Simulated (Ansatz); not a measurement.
# ZrO2 with an O vacancy: gradients before and after relaxing the atoms

Start: a supercell of ZrO2 (fluorite type, Fm-3m) built from an entry of the Crystallography Open Database (COD) (the entry's cell lengths or inner coordinates differ somewhat from later room-temperature determinations), with all atoms left at the host's positions.

```cif
data_structure
_symmetry_space_group_name_H-M 'P 1'
_symmetry_Int_Tables_number 1
_cell_length_a 7.1701
_cell_length_b 7.1701
_cell_length_c 7.1701
_cell_angle_alpha 60.000
_cell_angle_beta 60.000
_cell_angle_gamma 60.000
_cell_volume 260.65
loop_
_atom_site_label
_atom_site_type_symbol
_atom_site_fract_x
_atom_site_fract_y
_atom_site_fract_z
_atom_site_occupancy
Zr1 Zr 0.00000 0.00000 0.00000 1
Zr2 Zr 0.00000 0.00000 0.50000 1
Zr3 Zr 0.00000 0.50000 0.00000 1
Zr4 Zr 0.00000 0.50000 0.50000 1
Zr5 Zr 0.50000 0.00000 0.00000 1
Zr6 Zr 0.50000 0.00000 0.50000 1
Zr7 Zr 0.50000 0.50000 0.00000 1
Zr8 Zr 0.50000 0.50000 0.50000 1
O9 O 0.12500 0.12500 0.62500 1
O10 O 0.12500 0.62500 0.12500 1
O11 O 0.12500 0.62500 0.62500 1
O12 O 0.62500 0.12500 0.12500 1
O13 O 0.62500 0.12500 0.62500 1
O14 O 0.62500 0.62500 0.12500 1
O15 O 0.62500 0.62500 0.62500 1
O16 O 0.37500 0.37500 0.37500 1
O17 O 0.37500 0.37500 0.87500 1
O18 O 0.37500 0.87500 0.37500 1
O19 O 0.37500 0.87500 0.87500 1
O20 O 0.87500 0.37500 0.37500 1
O21 O 0.87500 0.37500 0.87500 1
O22 O 0.87500 0.87500 0.37500 1
O23 O 0.87500 0.87500 0.87500 1
```

Atoms are numbered from 1 in the order listed; like atoms form one site, named after its first atom.

Method: Kohn–Sham DFT in Ansatz, PBE, plane waves and PAW, scalar-relativistic, collinear spin, 420 eV cutoff, Γ-centred 3×3×3 k-points, Fermi–Dirac smearing 0.01 eV. Start moments as typed (μB): 0.5 0.5 0.5 0 0.5 0 0 0 0 0 0 0 0 0 0 0 0 0 0 0 0 0 0 by atom.

The largest force at the start is 0.67 eV/Å. Relaxing the ions at fixed cell moves them by 0.066 Å at most (atom 22, O) and 0.040 Å rms. End positions:

```
CELL_PARAMETERS angstrom
0.00000 5.07000 5.07000
5.07000 0.00000 5.07000
5.07000 5.07000 0.00000
ATOMIC_POSITIONS crystal
Zr 0.00120 0.00120 0.00120
Zr 0.00120 0.00120 0.49640
Zr 0.00120 0.49640 0.00120
Zr 0.00447 0.49851 0.49851
Zr 0.49640 0.00120 0.00120
Zr 0.49851 0.00447 0.49851
Zr 0.49851 0.49851 0.00447
Zr 0.49851 0.49851 0.49851
O 0.12818 0.12818 0.62182
O 0.12818 0.62182 0.12818
O 0.12818 0.62182 0.62182
O 0.62182 0.12818 0.12818
O 0.62182 0.12818 0.62182
O 0.62182 0.62182 0.12818
O 0.62500 0.62500 0.62500
O 0.37500 0.37500 0.37500
O 0.36847 0.36847 0.88153
O 0.36847 0.88153 0.36847
O 0.36847 0.88153 0.88153
O 0.88153 0.36847 0.36847
O 0.88153 0.36847 0.88153
O 0.88153 0.88153 0.36847
O 0.87500 0.87500 0.87500
```

```json
{"site": "Zr1", "atom": "1", "moved (Å)": "0.021", "first shell before": "7 O at 2.20 Å", "first shell after": "7 O at 2.15–2.22 Å", "V_zz before (10²¹ V/m²)": "3.67", "η before": "0.00"}
{"site": "Zr4", "atom": "4", "moved (Å)": "0.026", "first shell before": "8 O at 2.20 Å", "first shell after": "8 O at 2.17–2.24 Å", "V_zz before (10²¹ V/m²)": "0.032", "η before": "0.00"}
{"site": "O9", "atom": "9", "moved (Å)": "0.032", "first shell before": "4 Zr at 2.20 Å", "first shell after": "4 Zr at 2.17–2.22 Å", "V_zz before (10²¹ V/m²)": "0.13", "η before": "0.27"}
{"site": "O17", "atom": "17", "moved (Å)": "0.066", "first shell before": "4 Zr at 2.20 Å", "first shell after": "4 Zr at 2.15–2.24 Å", "V_zz before (10²¹ V/m²)": "1.08", "η before": "0.53"}
```

(1) What are V_zz and η after the relaxation?

Answers

(1) 

```tsv
site	atom	V_zz after	η after	change of V_zz
Zr1	1	4.02	0.00	+0.35
Zr4	4	-0.12	0.00	-0.16
O9	9	0.43	0.83	+0.30
O17	17	1.13	0.69	+0.05
```

The largest change of V_zz is on Zr1, from 3.67 to 4.02. In per cent, |V_zz| changes by +10 on Zr, +5 on O (all sites that start above 0.5). Where |V_zz| stays above 0.1, η moves most on O9, from 0.27 to 0.83. V_zz changes sign on Zr4 (same axis). Sites without a gradient aren't listed.

The defect repeats with the cell of 23 atoms, so it feels its images: sites between two images don't show the values beside a lone defect, and zeros or small values of η there can come from the images' arrangement. This high-symmetry form of ZrO2 is unstable when cold, to shifts of the oxygen columns, towards the tetragonal form. The symmetry of the cell holds that distortion back, wholly or in part, and it would change the field gradients, the more the larger the distortion. Without spin–orbit coupling (the program notes it for Zr) the gradients can shift somewhat, as the gap is small. The cell keeps the host's lattice, where the PBE pressure is 5 GPa. The start moments die out, and the run ends without spin.
Before: The neighbours have not yet relaxed around the defect (largest force 0.67 eV/Å), so a real crystal will differ.
After: With a gap of 0.8 eV on this mesh, small gradients can still move by 0.1 × 10²¹ V/m² or more as the k-mesh gets denser.
